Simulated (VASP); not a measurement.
## A VASP 6.6.1 single-point calculation on GaN

INCAR

```
SIGMA = 0.02
LCHARG = .FALSE.
NSW = 0
NELM = 78
LASPH = .TRUE.
ISIF = 2
PREC = Accurate
NBANDS = 16
ISMEAR = -1
IBRION = -1
ENCUT = 400
EDIFF = 1E-7
GGA = PE
LWAVE = .FALSE.
LREAL = .FALSE.
```

KPOINTS

```
KPOINTS created by Atomic Simulation Environment
0
Gamma
10 10 10
0 0 0
```

POSCAR

```
Ga N
 1.0000000000000000
     0.0000000000000000    2.2489525411000000    2.2264630156999998
     2.2489525411000000    0.0000000000000000    2.2264630156999998
     2.2489525411000000    2.2489525411000000    0.0000000000000000
 Ga  N
   1   1
Cartesian
  0.0000000000000000  0.0000000000000000  0.0000000000000000
  1.1244762705500000  1.1244762705500000  1.1132315078499999
```

The recommended PBE PAW datasets give the neutral cell 18 valence electrons.

Command

```
mpirun -np 1 vasp_std
```

OSZICAR

```
N       E                     dE             d eps       ncg     rms          rms(c)
DAV:   1     0.681122642344E+02    0.68112E+02   -0.82168E+03  3672   0.174E+03
DAV:   2    -0.975619225746E+01   -0.77868E+02   -0.73771E+02  3792   0.284E+02
DAV:   3    -0.140872441563E+02   -0.43311E+01   -0.43177E+01  3848   0.597E+01
DAV:   4    -0.141307020698E+02   -0.43458E-01   -0.43455E-01  4184   0.641E+00
DAV:   5    -0.141312566391E+02   -0.55457E-03   -0.55457E-03  3896   0.646E-01    0.772E+00
DAV:   6    -0.121275237686E+02    0.20037E+01   -0.48619E+00  4912   0.394E+01    0.278E+00
DAV:   7    -0.121344759406E+02   -0.69522E-02   -0.29445E-01  3624   0.606E+00    0.184E+00
DAV:   8    -0.121304504183E+02    0.40255E-02   -0.51340E-02  3752   0.305E+00    0.764E-01
DAV:   9    -0.121269152161E+02    0.35352E-02   -0.12365E-02  4792   0.257E+00    0.186E-01
DAV:  10    -0.121272619121E+02   -0.34670E-03   -0.14514E-03  3888   0.541E-01    0.902E-02
DAV:  11    -0.121271452898E+02    0.11662E-03   -0.32922E-04  4864   0.274E-01    0.109E-02
DAV:  12    -0.121271509992E+02   -0.57093E-05   -0.31057E-05  3744   0.533E-02    0.126E-02
DAV:  13    -0.121271507851E+02    0.21410E-06   -0.80457E-07  4064   0.134E-02    0.327E-03
DAV:  14    -0.121271507130E+02    0.72086E-07   -0.44707E-08  2856   0.263E-03
   1 F= -.12127151E+02 E0= -.12127151E+02  d E =-.256644E-12
```

From OUTCAR

```
k-points           NKPTS =    102   k-points in BZ     NKDIM =    102   number of bands    NBANDS=     16

   NELECT =      18.0000    total number of electrons

   dimension x,y,z NGX =    24 NGY =   24 NGZ =   24
   dimension x,y,z NGXF=    48 NGYF=   48 NGZF=   48

  energy-cutoff  :      400.00
  volume of cell :       22.52
      direct lattice vectors                 reciprocal lattice vectors
     0.000000000  2.248952541  2.226463016    -0.222325723  0.222325723  0.224571438
     2.248952541  0.000000000  2.226463016     0.222325723 -0.222325723  0.224571438
     2.248952541  2.248952541  0.000000000     0.222325723  0.222325723 -0.224571438

 k-points in reciprocal lattice and weights: KPOINTS created by Atomic Simulation Env
   0.00000000  0.00000000  0.00000000       0.001
   0.10000000  0.00000000  0.00000000       0.008
   0.20000000  0.00000000  0.00000000       0.008
   0.30000000 -0.00000000  0.00000000       0.008
   0.40000000 -0.00000000  0.00000000       0.008
   0.50000000  0.00000000  0.00000000       0.004
   0.10000000  0.10000000  0.00000000       0.002
   0.20000000  0.10000000  0.00000000       0.008
   ...

 E-fermi :   5.9376

 k-point     1 :       0.0000    0.0000    0.0000
  band No.  band energies     occupation
      1     -10.6217      2.00000
      2      -7.9969      2.00000
      3      -7.9969      2.00000
      4      -7.9859      2.00000
      5      -7.6567      2.00000
      6      -7.6561      2.00000
      7       5.4478      2.00000
      8       5.4478      2.00000
      9       5.4925      2.00000
     10       7.2812      0.00000
     11      15.8450      0.00000
     12      15.8729      0.00000
     13      15.8729      0.00000
     14      23.2798      0.00000
     15      24.3301      0.00000
     16      24.3301      0.00000

 k-point     2 :       0.1000    0.0000    0.0000
  band No.  band energies     occupation
      1     -10.5077      2.00000
      2      -7.9825      2.00000
      3      -7.9763      2.00000
      4      -7.9544      2.00000
      5      -7.6578      2.00000
      6      -7.6577      2.00000
      7       4.3685      2.00000
      8       5.3377      2.00000
      9       5.3728      2.00000
     10       8.1313      0.00000
     11      15.3662      0.00000
     12      16.0302      0.00000
     13      16.0335      0.00000
     14      23.0183      0.00000
     15      23.0632      0.00000
     16      23.3301      0.00000

 k-point     3 :       0.2000    0.0000    0.0000
  band No.  band energies     occupation
      1     -10.2185      2.00000
      2      -7.9495      2.00000
      3      -7.9422      2.00000
      4      -7.7965      2.00000
      5      -7.6570      2.00000
      6      -7.6555      2.00000
      7       2.5362      2.00000
      8       5.0650      2.00000
      9       5.1118      2.00000
     10       9.2174      0.00000
     11      14.5903      0.00000
     12      16.2764      0.00000
     13      16.3235      0.00000
     14      21.9942      0.00000
     15      22.2887      0.00000
     16      22.4570      0.00000

 ...

  Total        0.6079653      0.6079653      0.7706721      0.0000000      0.0000000      0.0000000
  in kB       43.2497231     43.2497231     54.8244324      0.0000000      0.0000000      0.0000000
  external PRESSURE =      47.1079595 kB  Pullay stress =       0.0000000 kB

 POSITION                                       TOTAL-FORCE (eV/Angst)
 -----------------------------------------------------------------------------------
      0.00000      0.00000      0.00000        -0.000000     -0.000000     -0.000000
      1.12448      1.12448      1.11323         0.000000      0.000000      0.000000
 -----------------------------------------------------------------------------------
    total drift:                                0.000002      0.000002      0.000001

  FREE ENERGIE OF THE ION-ELECTRON SYSTEM (eV)
  ---------------------------------------------------
  free  energy   TOTEN  =       -12.1271507130 eV

  energy  without entropy=      -12.1271507130  energy(sigma->0) =      -12.12715071
```

It converged. Results: gap between bands v and c on the k mesh 1.79 eV; least direct gap on the k mesh 1.79 eV; pressure 4.7 GPa. Band v is the last that the valence electrons fill when counted band by band, and c is the next.

These settings aren't sound, so the numbers aren't properties of the crystal.

On sound settings PBE gives a gap of 1.80 eV on its mesh and a pressure of 8.3 GPa for the intended cell.

The run took about 16 s on one core of a shared host (Intel Xeon Platinum 8488C) and held 0.15 GiB at most.
